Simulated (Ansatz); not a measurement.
In:

```
In
1.0
    -1.62547    1.62547    2.47370
     1.62547   -1.62547    2.47370
     1.62547    1.62547   -2.47370
In
1
Direct
  0.00000 0.00000 0.00000
```

- Program: Ansatz 0.2.0
- Task: single point
- Functional: PBEsol
- Potentials or basis: Ansatz PAW
- Cutoff: 420 eV (not typed: the program's choice for these potentials)
- k mesh: 11 × 11 × 11
- Occupations: fermi-dirac, width 0.05 eV
- Spin: no spin polarisation

On this cell: pressure -0.9 GPa; band gap on the k mesh none (metal or under the smearing width).

The same run follows on a disturbed copy (cell strained at random at fixed volume):

```
In
1.0
    -1.64299    1.57678    2.43209
     1.65802   -1.63180    2.47812
     1.65199    1.64080   -2.46824
In
1
Direct
  0.99147 0.00315 0.99997
```

**Question.** What changes?

**Answer.** The energy (extrapolated to zero smearing) moves by +1.5 meV/atom; pressure -0.9 GPa; band gap on the k mesh none (metal or under the smearing width).

Stress tensor (GPa, compression positive):
```
-1.15 -0.01 -0.01
-0.01 -0.17  0.24
-0.01  0.24 -1.40
```

Caveats: the PAW data sets come from PBE, with cores solved anew for the run's functional, which leaves a small shift of forces and pressure.
